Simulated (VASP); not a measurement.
Input of a VASP 6.6.1 run:

The input INCAR:

```
PREC = Accurate ; ENCUT = 520
EDIFF = 1E-7 ; ISMEAR = 0
SIGMA = 0.01 ; LREAL = F
LASPH = T ; NELM = 100
ALGO = Fast ; ISIF = 2
LWAVE = F ; LCHARG = F
GGA = PE ; IVDW = 12
NBANDS = 28
```

File KPOINTS:

```
regular mesh
0
Gamma
  8 8 2
```

File POSCAR:

```
PbS
1.0
    2.9730077110     -2.9730099460     -0.0000061847
    2.9730077110      2.9730099460     -0.0000061847
   -2.0914689714      0.0000000000     22.1652860517
Pb S
2 2
Direct
    0.7374771058      0.7172868692      0.9356656219
    0.2827131308      0.2625228942      0.0643343781
    0.2402384221      0.2198286588      0.9432437320
    0.7801713412      0.7597615779      0.0567562680
```

Potentials or basis: VASP PAW PBE potentials, release 64 (Pb_d, S).

The run is started by

```bash
$ cat potpaw_PBE.64/Pb_d/POTCAR potpaw_PBE.64/S/POTCAR > POTCAR
$ mpirun -np 1 vasp_std > vasp.out
```

(1) Estimate the largest force.

(2) Predict the dispersion energy per atom.

(3) Estimate the band gap on the k mesh.

Results:

(1) 0.007 eV/Å.

(2) -0.228 eV.

(3) 1.86 eV, direct.

Caveat: spin-orbit coupling is left out, which as a rule narrows the gap of such compounds by several tenths of an eV.
